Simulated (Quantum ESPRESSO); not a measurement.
# GaP (F-43m) in Quantum ESPRESSO: further runs

Runs on GaP. Level: rev-vdW-DF2. Tasks: single point, equation of state.

Everything below comes from runs of Quantum ESPRESSO 7.5. Logs are shortened: lines on timing, memory, paths and dates and some standing lists are left out, and cuts for length are marked.

**Measured values to compare with.**

“Phosphorous dimerization in GaP at high pressure”, 2017, arxiv:1709.06667 reports, for a bulk crystal of GaP: bulk modulus 87.5 ± 0.6 GPa.

The runs below are set against these values where they give the same quantity.

## (1) The structure

It takes space group F-43m (No. 216, cubic). Conventional cell: a = 5.451 Å, b = 5.451 Å, c = 5.451 Å, α = 90.00°, β = 90.00°, γ = 90.00°. Ga (site symmetry -43m) has 4 P at 2.36 Å as nearest neighbours. Around P (site symmetry -43m) lie 4 Ga at 2.36 Å.

## (2) Single point, rev-vdW-DF2, 19.03 Å³/atom

The input, pw.in:

```
&CONTROL
  calculation = 'scf'
  prefix = 'pwscf'
  outdir = './tmp'
  pseudo_dir = './pseudo'
  tprnfor = .true.
  tstress = .true.
  disk_io = 'nowf'
/
&SYSTEM
  ibrav = 0
  nat = 2
  ntyp = 2
  ecutwfc = 80
  nbnd = 15
  input_dft = 'vdw-df2-b86r'
  occupations = 'smearing'
  smearing = 'fd'
  degauss = 0.00367493
/
&ELECTRONS
  conv_thr = 4d-10
  electron_maxstep = 120
  mixing_beta = 0.5
/
ATOMIC_SPECIES
Ga    69.7230 Ga.upf
P     30.9738 P.upf
CELL_PARAMETERS angstrom
   0.0000000000    2.6696170428    2.6696170428
   2.6696170428    0.0000000000    2.6696170428
   2.6696170428    2.6696170428    0.0000000000
ATOMIC_POSITIONS crystal
Ga     0.0000000000    0.0000000000    0.0000000000
P      0.7500000000    0.7500000000    0.7500000000
K_POINTS automatic
8 8 8 0 0 0
```

Potentials or basis: PseudoDojo 0.4.1 SR PBE standard.

The run is started by

```
> OMP_NUM_THREADS=1 pw.x -in pw.in > pw.out
```

pw.out:

```text
This program is part of the open-source Quantum ESPRESSO suite
     for quantum simulation of materials; please cite
         "P. Giannozzi et al., J. Phys.:Condens. Matter 21 395502 (2009);
         "P. Giannozzi et al., J. Phys.:Condens. Matter 29 465901 (2017);
         "P. Giannozzi et al., J. Chem. Phys. 152 154105 (2020);
     in publications or presentations arising from this work. More details at

     IMPORTANT: XC functional enforced from input :
     Exchange-correlation= VDW-DF2-B86R
                           (   1   4  26   0   2   0   0)
     Any further DFT definition will be discarded
     Please, verify this is what you really want

     Message from routine setup:
     using ibrav=0 with symmetry is DISCOURAGED, use correct ibrav instead

     G-vector sticks info
     --------------------
     sticks:   dense  smooth     PW     G-vecs:    dense   smooth      PW
     Sum        1135    1135    337                24933    24933    4015

     Using Slab Decomposition

     bravais-lattice index     =            0
     lattice parameter (alat)  =       7.1345  a.u.
     unit-cell volume          =     256.7873 (a.u.)^3
     number of atoms/cell      =            2
     number of atomic types    =            2
     number of electrons       =        18.00
     number of Kohn-Sham states=           15
     kinetic-energy cutoff     =      80.0000  Ry
     charge density cutoff     =     320.0000  Ry
     scf convergence threshold =      4.0E-10
     mixing beta               =       0.5000
     number of iterations used =            8  plain     mixing
     Exchange-correlation= VDW-DF2-B86R
                           (   1   4  26   0   2   0   0)

     celldm(1)=   7.134488  celldm(2)=   0.000000  celldm(3)=   0.000000
     celldm(4)=   0.000000  celldm(5)=   0.000000  celldm(6)=   0.000000

     crystal axes: (cart. coord. in units of alat)
               a(1) = (   0.000000   0.707107   0.707107 )
               a(2) = (   0.707107   0.000000   0.707107 )
               a(3) = (   0.707107   0.707107   0.000000 )

     reciprocal axes: (cart. coord. in units 2 pi/alat)
               b(1) = ( -0.707107  0.707107  0.707107 )
               b(2) = (  0.707107 -0.707107  0.707107 )
               b(3) = (  0.707107  0.707107 -0.707107 )

     PseudoPot. # 1 for Ga read from file:
     Ga.upf
     Pseudo is Norm-conserving + core correction, Zval = 13.0
     Generated using ONCVPSP code by D. R. Hamann
     Using radial grid of 1902 points,  6 beta functions with:
                l(1) =   0
                l(2) =   0
                l(3) =   1
                l(4) =   1
                l(5) =   2
                l(6) =   2

     PseudoPot. # 2 for P  read from file:
     P.upf
     Pseudo is Norm-conserving + core correction, Zval =  5.0
     Generated using ONCVPSP code by D. R. Hamann
     Using radial grid of 1298 points,  6 beta functions with:
                l(1) =   0
                l(2) =   0
                l(3) =   1
                l(4) =   1
                l(5) =   2
                l(6) =   2

     atomic species   valence    mass     pseudopotential
     Ga               13.00    69.72300     Ga( 1.00)
     P                 5.00    30.97380     P ( 1.00)

     24 Sym. Ops. (no inversion) found

   Cartesian axes

     site n.     atom                  positions (alat units)
         1        Ga     tau(   1) = (   0.0000000   0.0000000   0.0000000  )
         2        P      tau(   2) = (   1.0606602   1.0606602   1.0606602  )

     number of k points=    29  Fermi-Dirac smearing, width (Ry)=  0.0037
                       cart. coord. in units 2pi/alat
        k(    1) = (   0.0000000   0.0000000   0.0000000), wk =   0.0039062
        k(    2) = (   0.0883883   0.0883883  -0.0883883), wk =   0.0312500
        k(    3) = (   0.1767767   0.1767767  -0.1767767), wk =   0.0312500
        k(    4) = (   0.2651650   0.2651650  -0.2651650), wk =   0.0312500
        k(    5) = (  -0.3535534  -0.3535534   0.3535534), wk =   0.0156250
        k(    6) = (   0.1767767   0.0000000   0.0000000), wk =   0.0234375
[... 21 lines left out ...]
        k(   28) = (  -0.7071068   0.1767767  -0.0000000), wk =   0.0468750
        k(   29) = (  -0.7071068   0.3535534   0.0000000), wk =   0.0234375

     Dense  grid:    24933 G-vectors     FFT dimensions: (  45,  45,  45)

     Initial potential from superposition of free atoms

     starting charge      17.9972, renormalised to      18.0000

     %%%%%%%%%%%%%%%%%%%%%%%%%%%%%%%%%%%%%%%%%%%%%%%%%%%%%%%%%%%%%%%%%%%%%%%%
     %                                                                      %
     % You are using vdW-DF, which was implemented by the Thonhauser group. %
     % Please cite the following two papers that made this development      %
     % possible and the two reviews that describe the various versions:     %
[... 72 lines left out ...]

          k =-0.3536-0.3536 0.3536 (  3100 PWs)   bands (ev):

    -6.3824  -6.2448  -6.2448  -6.1448  -6.1448  -2.3253   1.3362   7.1726
     7.1726  10.1575  13.0608  13.0608  16.7210  19.6365  20.2133

          k = 0.1768 0.0000 0.0000 (  3107 PWs)   bands (ev):

    -6.3057  -6.2639  -6.2639  -6.1596  -6.1502  -4.3232   6.8552   7.6739
     7.6739  11.4178  12.0816  13.2376  13.2376  16.5066  18.4932

          k = 0.2652 0.0884-0.0884 (  3100 PWs)   bands (ev):

    -6.3368  -6.2535  -6.2508  -6.1637  -6.1465  -3.8326   4.9980   7.1436
     7.1959  11.3569  12.4359  14.0125  14.1276  16.5552  18.4853

          k = 0.3536 0.1768-0.1768 (  3083 PWs)   bands (ev):
[... 11 lines left out ...]
    -6.3782  -6.2425  -6.2394  -6.1502  -6.1484  -2.4489   1.8931   5.9460
     7.1236  11.1580  13.0232  13.5437  16.6395  18.1959  18.9829

          k =-0.0884-0.2652 0.2652 (  3092 PWs)   bands (ev):

    -6.3541  -6.2493  -6.2474  -6.1573  -6.1486  -3.3161   3.5938   6.1470
     7.6243  11.4510  13.2961  13.3051  14.9734  16.6585  19.1589

          k = 0.0000-0.1768 0.1768 (  3088 PWs)   bands (ev):

    -6.3205  -6.2626  -6.2577  -6.1579  -6.1509  -4.0402   5.5374   6.9009
     8.1009  11.6283  12.7068  12.7453  14.1171  16.5867  17.9344

          k = 0.3536 0.0000 0.0000 (  3122 PWs)   bands (ev):

    -6.3621  -6.2357  -6.2357  -6.1756  -6.1407  -3.4903   4.6296   6.5484
     6.5484  10.4475  12.1763  15.2725  15.2725  16.4387  19.2100

          k = 0.4419 0.0884-0.0884 (  3101 PWs)   bands (ev):

    -6.3845  -6.2259  -6.2223  -6.1801  -6.1367  -2.7977   3.2432   5.7698
     6.1902  10.6100  12.0533  15.2531  15.8601  18.5511  19.9668

          k =-0.1768-0.5303 0.5303 (  3116 PWs)   bands (ev):

    -6.3935  -6.2277  -6.2173  -6.1735  -6.1384  -1.9867   1.9403   4.8837
     6.1748  10.7704  13.4260  15.0943  15.5551  19.5778  20.3075

          k =-0.0884-0.4419 0.4419 (  3105 PWs)   bands (ev):

    -6.3887  -6.2336  -6.2209  -6.1620  -6.1476  -1.8326   1.7439   4.4108
     6.5026  11.0723  14.2110  15.0512  16.1101  17.9063  18.1629

          k = 0.0000-0.3536 0.3536 (  3102 PWs)   bands (ev):

    -6.3739  -6.2398  -6.2333  -6.1562  -6.1524  -2.5581   2.7368   4.6941
     7.0767  11.5975  14.2004  14.2932  14.8363  16.7136  19.7341

          k = 0.5303-0.0000 0.0000 (  3090 PWs)   bands (ev):

    -6.4058  -6.2063  -6.2063  -6.1936  -6.1311  -2.2564   2.4979   5.7521
     5.7521   9.8775  10.8172  17.5794  17.5794  18.6588  20.2354

          k =-0.0884-0.6187 0.6187 (  3103 PWs)   bands (ev):

    -6.4125  -6.2070  -6.2000  -6.1910  -6.1312  -1.5825   1.6453   4.9611
     5.6595  10.1513  11.1911  17.5106  17.7978  20.0081  20.5305

          k = 0.0000-0.5303 0.5303 (  3108 PWs)   bands (ev):

    -6.4032  -6.2191  -6.2051  -6.1792  -6.1391  -1.3579   1.4813   4.0998
     5.9346  10.4648  13.2577  16.8151  16.8454  18.0442  18.8776

          k =-0.7071 0.0000 0.0000 (  3138 PWs)   bands (ev):

    -6.4218  -6.2015  -6.1938  -6.1938  -6.1271  -1.3259   1.2538   5.4719
     5.4719   9.8739  10.0910  19.3604  19.3604  20.0734  21.5532

          k = 0.3536 0.1768 0.0000 (  3090 PWs)   bands (ev):

    -6.3625  -6.2423  -6.2373  -6.1685  -6.1430  -3.2405   3.8829   5.7683
     7.0051  11.6840  12.6335  13.7775  15.0418  17.1053  19.7113

          k =-0.2652-0.4419 0.6187 (  3093 PWs)   bands (ev):

    -6.3813  -6.2379  -6.2260  -6.1658  -6.1431  -2.4042   2.4050   5.0990
     6.5064  11.9456  12.8366  14.1431  15.6305  18.1514  20.1714

          k =-0.1768-0.3536 0.5303 (  3110 PWs)   bands (ev):
[... 6 lines left out ...]
    -6.3981  -6.2206  -6.2101  -6.1823  -6.1357  -2.0834   2.3074   5.0533
     5.6678  11.1541  11.8484  15.0748  17.5548  18.6994  21.0811

          k =-0.0884-0.4419 0.6187 (  3110 PWs)   bands (ev):

    -6.3987  -6.2259  -6.2061  -6.1752  -6.1411  -1.4702   1.6209   4.3469
     5.4663  11.5851  13.3598  14.6760  16.7158  18.3123  20.9919

          k = 0.0000-0.3536 0.5303 (  3106 PWs)   bands (ev):

    -6.3916  -6.2329  -6.2114  -6.1679  -6.1462  -1.6828   1.8492   4.1809
     5.8548  12.0289  13.9858  14.0588  16.5884  17.5445  19.2898

          k =-0.7071 0.1768-0.0000 (  3118 PWs)   bands (ev):

    -6.4113  -6.2097  -6.2020  -6.1851  -6.1337  -1.2675   1.3578   4.9488
     5.0110  11.0661  11.2943  17.1014  17.2134  20.3545  20.4801

          k =-0.7071 0.3536 0.0000 (  3112 PWs)   bands (ev):

    -6.3990  -6.2274  -6.2022  -6.1734  -6.1437  -1.2067   1.4785   4.5033
     4.6398  13.0946  13.4657  14.4775  14.6180  20.4545  20.4666

     the Fermi energy is     9.1100 ev

!    total energy              =    -166.71397627 Ry
     estimated scf accuracy    <          8.6E-11 Ry
     smearing contrib. (-TS)   =      -0.00000000 Ry
     internal energy E=F+TS    =    -166.71397627 Ry

     The total energy is F=E-TS. E is the sum of the following terms:
     one-electron contribution =     -73.34137448 Ry
     hartree contribution      =      51.00080955 Ry
     xc contribution           =     -45.88526107 Ry
     ewald contribution        =     -98.48815028 Ry

     convergence has been achieved in   9 iterations

     Forces acting on atoms (cartesian axes, Ry/au):

     atom    1 type  1   force =     0.00000000    0.00000000   -0.00000000
     atom    2 type  2   force =     0.00000000    0.00000000    0.00000000

     Total force =     0.000000     Total SCF correction =     0.000000

     Computing stress (Cartesian axis) and pressure

          total   stress  (Ry/bohr**3)                   (kbar)     P=       71.14
   0.00048360  -0.00000000  -0.00000000           71.14       -0.00       -0.00
  -0.00000000   0.00048360  -0.00000000           -0.00       71.14       -0.00
  -0.00000000  -0.00000000   0.00048360           -0.00       -0.00       71.14

=------------------------------------------------------------------------------=
   JOB DONE.
=------------------------------------------------------------------------------=
```

It took 1.8 min on 1 thread of Intel Xeon Platinum 8259CL at 2.50GHz (Skylake/Cascade Lake), shared host; peak memory 0.13 GiB.

What came out:

| Property | Result |
| --- | --- |
| Free energy | -2268.2592 eV |
| Pressure | 7.1 GPa |
| Band gap on the k mesh | 1.48 eV, indirect (least direct gap 2.20 eV) |

Caveat: the potentials were made for another functional, which shifts forces and pressure.

## (3) Single point, rev-vdW-DF2, 19.43 Å³/atom

pw.in, as its differences from that of step 2:

```diff
@@ -29,5 +29,5 @@
 CELL_PARAMETERS angstrom
-   0.0000000000    2.6696170428    2.6696170428
-   2.6696170428    0.0000000000    2.6696170428
-   2.6696170428    2.6696170428    0.0000000000
+   0.0000000000    2.6884177822    2.6884177822
+   2.6884177822    0.0000000000    2.6884177822
+   2.6884177822    2.6884177822    0.0000000000
 ATOMIC_POSITIONS crystal
```

Potentials or basis: PseudoDojo 0.4.1 SR PBE standard.

The run is started by

```
> OMP_NUM_THREADS=1 pw.x -in pw.in > pw.out
```

Wall time 1.8 min (1 thread of Intel Xeon Platinum 8259CL at 2.50GHz (Skylake/Cascade Lake), shared host); peak memory 0.13 GiB.

Results (log left out):

```
Free energy            : -2268.2897 eV
Pressure               : 4.9 GPa
Band gap on the k mesh : 1.52 eV, indirect (least direct gap 2.02 eV)
```

Caveat: the potentials were made for another functional, which shifts forces and pressure.

## (4) Single point, rev-vdW-DF2, 19.84 Å³/atom

pw.in, as its differences from that of step 3:

```diff
@@ -29,5 +29,5 @@
 CELL_PARAMETERS angstrom
-   0.0000000000    2.6884177822    2.6884177822
-   2.6884177822    0.0000000000    2.6884177822
-   2.6884177822    2.6884177822    0.0000000000
+   0.0000000000    2.7069591804    2.7069591804
+   2.7069591804    0.0000000000    2.7069591804
+   2.7069591804    2.7069591804    0.0000000000
 ATOMIC_POSITIONS crystal
```

The run is started by

```
> OMP_NUM_THREADS=1 pw.x -in pw.in > pw.out
```

Run time: 1.8 min. Hardware: 1 thread of Intel Xeon Platinum 8259CL at 2.50GHz (Skylake/Cascade Lake), shared host; peak memory 0.13 GiB.

It converged, with:

* Free energy: -2268.3095 eV
* Pressure: 2.9 GPa
* Band gap on the k mesh: 1.55 eV, indirect (least direct gap 1.85 eV)

Caveat: the potentials were made for another functional, which shifts forces and pressure.

## (5) Single point, rev-vdW-DF2, 20.24 Å³/atom

pw.in, as its differences from that of step 4:

```diff
@@ -29,5 +29,5 @@
 CELL_PARAMETERS angstrom
-   0.0000000000    2.7069591804    2.7069591804
-   2.7069591804    0.0000000000    2.7069591804
-   2.7069591804    2.7069591804    0.0000000000
+   0.0000000000    2.7252500000    2.7252500000
+   2.7252500000    0.0000000000    2.7252500000
+   2.7252500000    2.7252500000    0.0000000000
 ATOMIC_POSITIONS crystal
```

The run is started by

```
> OMP_NUM_THREADS=1 pw.x -in pw.in > pw.out
```

It took 1.8 min on 1 thread of Intel Xeon Platinum 8259CL at 2.50GHz (Skylake/Cascade Lake), shared host; peak memory 0.13 GiB.

It converged, with:

```
Free energy            : -2268.3199 eV
Pressure               : 1.1 GPa
Band gap on the k mesh : 1.57 eV, indirect (least direct gap 1.68 eV)
```

Caveat: the potentials were made for another functional, which shifts forces and pressure.

## (6) Single point, rev-vdW-DF2, 20.65 Å³/atom

pw.in, as its differences from that of step 5:

```diff
@@ -29,5 +29,5 @@
 CELL_PARAMETERS angstrom
-   0.0000000000    2.7252500000    2.7252500000
-   2.7252500000    0.0000000000    2.7252500000
-   2.7252500000    2.7252500000    0.0000000000
+   0.0000000000    2.7432985392    2.7432985392
+   2.7432985392    0.0000000000    2.7432985392
+   2.7432985392    2.7432985392    0.0000000000
 ATOMIC_POSITIONS crystal
```

Potentials or basis: PseudoDojo 0.4.1 SR PBE standard.

The run is started by

```
> OMP_NUM_THREADS=1 pw.x -in pw.in > pw.out
```

It took 1.8 min on 1 thread of Intel Xeon Platinum 8259CL at 2.50GHz (Skylake/Cascade Lake), shared host; peak memory 0.13 GiB.

Results (log left out):

- Free energy: -2268.3217 eV
- Pressure: -0.5 GPa
- Band gap on the k mesh: 1.50 eV, indirect (least direct gap 1.51 eV)

Caveat: the potentials were made for another functional, which shifts forces and pressure.

## (7) Single point, rev-vdW-DF2, 21.05 Å³/atom

pw.in, as its differences from that of step 6:

```diff
@@ -29,5 +29,5 @@
 CELL_PARAMETERS angstrom
-   0.0000000000    2.7432985392    2.7432985392
-   2.7432985392    0.0000000000    2.7432985392
-   2.7432985392    2.7432985392    0.0000000000
+   0.0000000000    2.7611126653    2.7611126653
+   2.7611126653    0.0000000000    2.7611126653
+   2.7611126653    2.7611126653    0.0000000000
 ATOMIC_POSITIONS crystal
```

The run is started by

```
> OMP_NUM_THREADS=1 pw.x -in pw.in > pw.out
```

It took 1.8 min on 1 thread of Intel Xeon Platinum 8259CL at 2.50GHz (Skylake/Cascade Lake), shared host; peak memory 0.13 GiB.

The run converged. Its results:

```
Free energy            : -2268.3159 eV
Pressure               : -1.9 GPa
Band gap on the k mesh : 1.35 eV, direct
```

Caveat: the potentials were made for another functional, which shifts forces and pressure.

## (8) Single point, rev-vdW-DF2, 21.45 Å³/atom

pw.in, as its differences from that of step 7:

```diff
@@ -29,5 +29,5 @@
 CELL_PARAMETERS angstrom
-   0.0000000000    2.7611126653    2.7611126653
-   2.7611126653    0.0000000000    2.7611126653
-   2.7611126653    2.7611126653    0.0000000000
+   0.0000000000    2.7786998443    2.7786998443
+   2.7786998443    0.0000000000    2.7786998443
+   2.7786998443    2.7786998443    0.0000000000
 ATOMIC_POSITIONS crystal
```

The run is started by

```
> OMP_NUM_THREADS=1 pw.x -in pw.in > pw.out
```

Run time: 1.8 min. Hardware: 1 thread of Intel Xeon Platinum 8259CL at 2.50GHz (Skylake/Cascade Lake), shared host; peak memory 0.14 GiB.

The run converged. Its results:

- Free energy: -2268.3033 eV
- Pressure: -3.2 GPa
- Band gap on the k mesh: 1.19 eV, direct

Caveat: the potentials were made for another functional, which shifts forces and pressure.

## (9) Equation of state, rev-vdW-DF2

Potentials or basis: PseudoDojo 0.4.1 SR PBE standard.

No new run: the results of the series are fitted here.

Results:

| Quantity | Value |
| --- | --- |
| Equilibrium volume | 20.53 Å³/atom |
| Bulk modulus | 79 GPa |
| Pressure derivative of the bulk modulus | 4.5 |

Energy against volume, from the lowest point:
```tsv
volume (Å³/atom)	energy (meV/atom)
19.026	31.27
19.431	16.04
19.836	6.10
20.240	0.92
20.645	0.00
21.050	2.90
21.455	9.21
```

Caveat: the potentials were made for another functional, which shifts forces and pressure.

## (10) How close it comes

Step 9. Measured bulk modulus of GaP: 87.5 GPa (“Phosphorous dimerization in GaP at high pressure”, 2017, arxiv:1709.06667). This calculation gives 79 GPa (-9.9 %). The fit is for a static lattice scaled at fixed shape and fixed fractional positions.
